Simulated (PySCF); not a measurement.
Propionate ion, C3H5O2 (charge -1).
Geometry (GFN2-xTB, Å), atoms numbered from 1 in this order:
```xyz
10
C3H5O2 angstrom
C     -1.106   -0.119    0.339
C      0.146   -0.385   -0.485
C      1.340    0.534    0.025
O      1.224    1.741   -0.229
O      2.253   -0.055    0.621
H     -1.971   -0.676   -0.037
H     -1.336    0.945    0.310
H     -0.939   -0.403    1.377
H     -0.046   -0.145   -1.536
H      0.443   -1.434   -0.407
```

The geometry is computed with GFN2-xTB (gas phase).

Masses are those of the commonest isotopes; rigid-rotor values at the optimised geometry. The values belong to one conformer with, in the numbering `[CH3:1][CH2:2][C:3](=[O:4])[O-:5]`, C1–C2–C3–O4 -71°.

(1) Give the principal moments of inertia and the rotational constants in MHz.

(2) What kind of rotor is it?

(3) Is it planar, by Δ = Ic − Ia − Ib?

(4) List the rotational levels J(Ka,Kc) to J = 4 (K).

(5) Estimate the classical rotational partition function at 50 K, 200 K and 500 K.

Results:

(1) Ia = 56.37, Ib = 125.50, Ic = 156.19 u·Å²; 505379 MHz·u·Å²/I gives A = 8966, B = 4027, C = 3236 MHz.

(2) An asymmetric top. Ray's parameter κ = (2B − A − C)/(A − C) = -0.724; −1 is the prolate and +1 the oblate limit.

(3) Not planar: Δ = Ic − Ia − Ib = -25.68 u·Å². For a rigid frame Δ = −2 Σ m c², so Σ m c² = 12.84 u·Å² lies off the ab plane: 5.31 from hydrogen and 7.53 from heavier atoms. The atom farthest from that plane is 1.54 Å away.

(4) Above 0(0,0), as E/k:
J = 1: 1(0,1) 0.349, 1(1,1) 0.586, 1(1,0) 0.624
J = 2: 2(0,2) 1.041, 2(1,2) 1.245, 2(1,1) 1.359, 2(2,1) 2.070, 2(2,0) 2.074
J = 3: 3(0,3) 2.071, 3(1,3) 2.231, 3(1,2) 2.458, 3(2,2) 3.115, 3(2,1) 3.136, 3(3,1) 4.398, 3(3,0) 4.398
J = 4: 4(0,4) 3.425, 4(1,4) 3.542, 4(1,3) 3.919, 4(2,3) 4.506, 4(2,2) 4.566, 4(3,2) 5.800, 4(3,1) 5.802, 4(4,1) 7.585, 4(4,0) 7.585

(5) Point group C1, symmetry number σ = 1; q = (√π/σ)·√((kT/h)³/(ABC)), k/h = 20836.6 MHz/K: 5510 at 50 K, 44100 at 200 K, 174000 at 500 K.

Whether it is a minimum is left open (no frequencies). These are rigid-rotor constants of the computed structure; measured ground-state constants (B0) also hold zero-point vibration.
